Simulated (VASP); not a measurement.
A run of VASP 6.6.1 is set up as follows.

INCAR

```
PREC     = Accurate       # precision mode
ENCUT    = 520            # plane-wave cutoff, eV
EDIFF    = 1E-7           # SCF threshold, eV
ISMEAR   = 0              # smearing method
SIGMA    = 0.15           # smearing width, eV
LREAL    = False          # projectors in reciprocal space
LASPH    = True           # aspherical terms in the spheres
NELM     = 100            # most SCF steps
ALGO     = Fast           # electronic algorithm
ISIF     = 2              # what is computed and relaxed
LWAVE    = False          # write WAVECAR
LCHARG   = False          # write CHGCAR
GGA      = PS             # functional
NBANDS   = 14             # bands
```

KPOINTS

```
Automatic mesh
0
Gamma
  18 18 18
```

Contents of POSCAR:

```
HfC
1.0
    0.0000000000      2.3250000000      2.3250000000
    2.3250000000      0.0000000000      2.3250000000
    2.3250000000      2.3250000000      0.0000000000
Hf C
1 1
Direct
    0.5000000000      0.5000000000      0.5000000000
    0.0483870968      0.0483870968     -0.0483870968
```

Potentials or basis: VASP PAW PBE potentials, release 64 (Hf_pv, C).

Launch:

```bash
$ cat potpaw_PBE.64/Hf_pv/POTCAR potpaw_PBE.64/C/POTCAR > POTCAR
$ mpirun -np 1 vasp_std > vasp.out
```

(1) What does it give for the pressure?

(2) Estimate the band gap on the k mesh.

Results:

(1) -2.2 GPa.

(2) none (metal or under the smearing width).

Caveat: the PAW data sets were made with another functional, which shifts forces and pressure a little.
